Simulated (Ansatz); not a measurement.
Sr, DFT, PBE, all-electron LAPW, scalar-relativistic (Ansatz 0.2.0), run on 1 thread of Arm Neoverse V2 on a shared host.

The structure comes from a relaxation in the same program, started in the sc type, and has space group Pm-3m. Whether it is a known phase or the ground state wasn't checked.

Command: `ansatz run input.yaml --threads 1 --pin off --max-ram 2048MiB --backend cpu --events-out ev --progress --plain --runs-dir out`

```yaml
crystal:
  lattice:
    - [3.8495821353, 0.0, 0.0]
    - [0.0, 3.8495821353, 0.0]
    - [0.0, 0.0, 3.8495821353]
  atoms:
    - { symbol: Sr, position: [0.0, 0.0, 0.0] }
kpoints:
  mp_grid: { grid: [13, 13, 13] }
scf:
  occupations: { method: fermi_dirac, width: 0.05 }
hamiltonian:
  xc: pbe
  pseudopotentials: { kind: all_electron, lapw: { basis_error: 0.001 } }
output:
  forces: true
  stress: true
  eigenvalues: true
basis:
  ecutwfc: 320
```

How large is the problem that the program sets up?

84 irreducible k-points, 739 plane waves at Γ, 14 bands.

About how long does it take?

17 s of wall time for 6 SCF iterations. Times on shared machines scatter by tens of per cent.
